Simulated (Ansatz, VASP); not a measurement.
# CdSe in VASP and in Ansatz

The input INCAR:

```
ALGO = Normal
EDIFF = 1E-6
ENCUT = 520
GGA = PS
ISIF = 2
ISMEAR = 0
LASPH = True
LCHARG = False
LREAL = False
LWAVE = False
NBANDS = 16
NELM = 100
PREC = Accurate
SIGMA = 0.05
```

Contents of KPOINTS:

```
k-points
0
Gamma
  10 10 10
```

File POSCAR:

```
CdSe
1.0
    0.0000000000      3.1955667778      3.1955667778
    3.1955667778      0.0000000000      3.1955667778
    3.1955667778      3.1955667778      0.0000000000
Cd Se
1 1
Direct
    0.0000000000      0.0000000000      0.0000000000
    0.7500000000      0.7500000000      0.7500000000
```

Input for Ansatz:

```yaml
crystal:
  lattice:
    - [0.0, 3.1955667778, 3.1955667778]
    - [3.1955667778, 0.0, 3.1955667778]
    - [3.1955667778, 3.1955667778, 0.0]
  atoms:
    - { symbol: Cd, position: [0.0, 0.0, 0.0] }
    - { symbol: Se, position: [0.75, 0.75, 0.75] }
basis:
  ecutwfc: 420
kpoints:
  mp_grid: { grid: [10, 10, 10] }
hamiltonian:
  xc: pbesol
scf:
  occupations: { method: gaussian, width: 0.05 }
output:
  forces: true
  stress: true
  eigenvalues: true
```

Alike in both runs: task single point; functional PBEsol; k mesh 10 × 10 × 10; occupations gaussian, width 0.05 eV; no spin polarisation.

```csv
,VASP,Ansatz
version,VASP 6.6.1,Ansatz 0.2.0
potentials or method,"VASP PAW PBE potentials, release 64 (Cd, Se)","scalar-relativistic, plane waves, PAW"
plane-wave cutoff (eV),520,420
valence electrons in the cell,18,36
```

```csv
,VASP,Ansatz,Ansatz less VASP
gap on the k mesh at the Fermi level (eV),0.19,0.19,+0.001
least direct gap on the mesh (eV),0.19,0.19,+0.001
pressure (GPa),-5.3,-5.5,-0.18
```

With one functional, cell and mesh, what is left measures potentials, basis and numerics. The two sets of potentials don't hold the same shells in valence.

Caveats: the PAW data sets were made with another functional, which shifts forces and pressure a little (VASP).
